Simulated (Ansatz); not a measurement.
# V, omega (AlB2-type): how the functional moves the structure

All rows: Ansatz, plane waves with scalar-relativistic PAW, 420 eV (500 eV for the SCAN forms), relaxed under each functional, no dispersion correction, no zero-point motion. B₀ comes from uniform scaling at fixed shape; a dash is a value not given.

```
functional  V (Å³/atom)                                    cell  B₀ (GPa)     magnetic state  ΔE to bcc (meV/atom)
       PBE        13.68  a = 4.453 Å, c = 2.390 Å (c/a = 0.537)       176  spin not included                   132
    r²SCAN        13.48  a = 4.436 Å, c = 2.372 Å (c/a = 0.535)       185  spin not included                   113
    PBEsol        13.16  a = 4.402 Å, c = 2.352 Å (c/a = 0.534)       190  spin not included                   137
       LDA        12.73  a = 4.367 Å, c = 2.312 Å (c/a = 0.529)       204  spin not included                   136
    revPBE        13.92  a = 4.476 Å, c = 2.407 Å (c/a = 0.538)       168  spin not included                   130
      RPBE        14.02  a = 4.485 Å, c = 2.414 Å (c/a = 0.538)       165  spin not included                   129
      BLYP        14.09  a = 4.509 Å, c = 2.401 Å (c/a = 0.532)       162  spin not included                   114
```

LDA gives the smallest volume and BLYP the largest.
